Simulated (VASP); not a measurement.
Wanted: the native input for a VASP 6.6.1 run.

```yaml
Task: relaxation of cell and atoms
Functional: PBE
Potentials_or_basis: VASP PAW PBE potentials, release 64 (Mg, O)
Cutoff: 600 eV
k_mesh: 9 × 9 × 6
Occupations: gaussian, width 0.02 eV
Spin: no spin polarisation
Further_INCAR_settings: ALGO = Normal; EDIFF = 1e-07; IBRION = 2; EDIFFG = -0.005; NSW = 90; ISIF = 3
```

The structure of MgO lies in POSCAR:

```
MgO
1.0
    3.3077869900      0.0000000000      0.0000000000
   -1.6538934900      2.8646275600      0.0000000000
    0.0000000000      0.0000000000      4.9828816700
Mg O
2 2
Direct
    0.3333333300      0.6666666700      0.0021597400
    0.6666666700      0.3333333300      0.5021597400
    0.3333333300      0.6666666700      0.4024402600
    0.6666666700      0.3333333300      0.9024402600
```

Measurements of this composition are mostly on another form, of space group No. 225.

The input as run:

INCAR

```
SYSTEM = MgO
PREC = Accurate ; ENCUT = 600
EDIFF = 1E-7 ; ISMEAR = 0
SIGMA = 0.02 ; LREAL = .False.
LASPH = .True. ; NELM = 60
ALGO = Normal ; ISIF = 3
LWAVE = .False. ; LCHARG = .False.
GGA = PE ; IBRION = 2
NSW = 90 ; EDIFFG = -0.005
```

KPOINTS

```
Automatic mesh
0
Gamma
  9 9 6
  0 0 0
```

Potentials or basis: VASP PAW PBE potentials, release 64 (Mg, O).

The run is started by

```sh
$ cat potpaw_PBE.64/Mg/POTCAR potpaw_PBE.64/O/POTCAR > POTCAR
$ mpirun -np 1 vasp_std > vasp.out
```

Results of the run:

```
Relaxed volume                         : 12.12 Å³/atom
Relaxed cell                           : a = 3.310 Å, b = 3.310 Å, c = 5.110 Å, α = 90.00°, β = 90.00°, γ = 120.00°
Space group after relaxing (to 0.05 Å) : P6_3mc (No. 186)
Energy gained by relaxing              : 3.1 meV/atom
Ionic steps                            : 10
Pressure after relaxing                : 0.0 GPa
Largest force after relaxing           : 0.004 eV/Å
Band gap on the k mesh                 : 3.42 eV, direct
```

Caveat: an odd mesh through Γ misses points on the zone boundary, where band edges often lie.

Wall time 72 s on 1 thread of Intel(R) Xeon(R) 6975P-C (Granite Rapids) (shared host), peak memory 0.2 GiB.
